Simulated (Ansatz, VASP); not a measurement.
# Two plane-wave programs on Pt

File INCAR:

```
PREC = Accurate ; ENCUT = 520
EDIFF = 1E-7 ; ISMEAR = 0
SIGMA = 0.1 ; LREAL = F
LASPH = T ; NELM = 80
ALGO = Fast ; ISIF = 2
LWAVE = F ; LCHARG = F
LDIPOL = T ; IDIPOL = 3
DIPOL = 0.5 0.5 0.500 ; GGA = PE
IBRION = 2 ; NSW = 80
EDIFFG = -0.01
```

Contents of KPOINTS:

```
Automatic mesh
0
Gamma
  16 16 1
```

POSCAR

```
Pt
1.0
    2.7746870094      0.0000000000      0.0000000000
    1.3873435047      2.4029494377      0.0000000000
    0.0000000000      0.0000000000     28.5931347378
Pt
7
Direct
    0.0000000000      0.0000000000      0.2623007260
    0.3333333333      0.3333333333      0.3415338173
    0.6666666667      0.6666666667      0.4207669087
    0.0000000000      0.0000000000      0.5000000000
    0.3333333333      0.3333333333      0.5792330913
    0.6666666667      0.6666666667      0.6584661827
    0.0000000000      0.0000000000      0.7376992740
```

Input for Ansatz:

```yaml
crystal:
  lattice:
    - [2.7746870094, 0.0, 0.0]
    - [1.3873435047, 2.4029494377, 0.0]
    - [0.0, 0.0, 28.5931347378]
  atoms:
    - { symbol: Pt, position: [0.0, 0.0, 0.262300726] }
    - { symbol: Pt, position: [0.3333333333, 0.3333333333, 0.3415338173] }
    - { symbol: Pt, position: [0.6666666667, 0.6666666667, 0.4207669087] }
    - { symbol: Pt, position: [0.0, 0.0, 0.5] }
    - { symbol: Pt, position: [0.3333333333, 0.3333333333, 0.5792330913] }
    - { symbol: Pt, position: [0.6666666667, 0.6666666667, 0.6584661827] }
    - { symbol: Pt, position: [0.0, 0.0, 0.737699274] }
scf:
  occupations: { method: gaussian, width: 0.1 }
output:
  forces: true
  stress: false
  efg: {}
  write_density: true
  write_potential: true
  elf: true
  volumetric_format: npy
hamiltonian:
  xc: pbe
efield:
  axis: 3
  dipole_correction: true
kpoints:
  mp_grid: { grid: [16, 16, 1] }
relax:
  f_tol: 0.01
```

Alike in both runs: task relaxation of the atoms; functional PBE; k mesh 16 × 16 × 1; occupations gaussian, width 0.1 eV; no spin polarisation.

|  | VASP | Ansatz |
| --- | --- | --- |
| version | VASP 6.6.1 | Ansatz 0.2.0 |
| potentials or method | VASP PAW PBE potentials, release 64 (Pt) | scalar-relativistic, plane waves, PAW |
| plane-wave cutoff (eV) | 520 | 420 |
| valence electrons in the cell | 70 | 126 |

|  | VASP | Ansatz | Ansatz less VASP |
| --- | --- | --- | --- |
| gap on the k mesh at the Fermi level, each at its own relaxed structure (eV) | none | none | - |
| energy change over the relaxation (meV/atom) | -9 | -10 | -1.1 |

A gap of «none» marks a metal or a gap that the smearing closes. The two sets of potentials don't hold the same shells in valence. Ansatz warned: «gradients_without_spin_orbit».

The runs have no spin-orbit coupling, so splittings on Pt are missing.
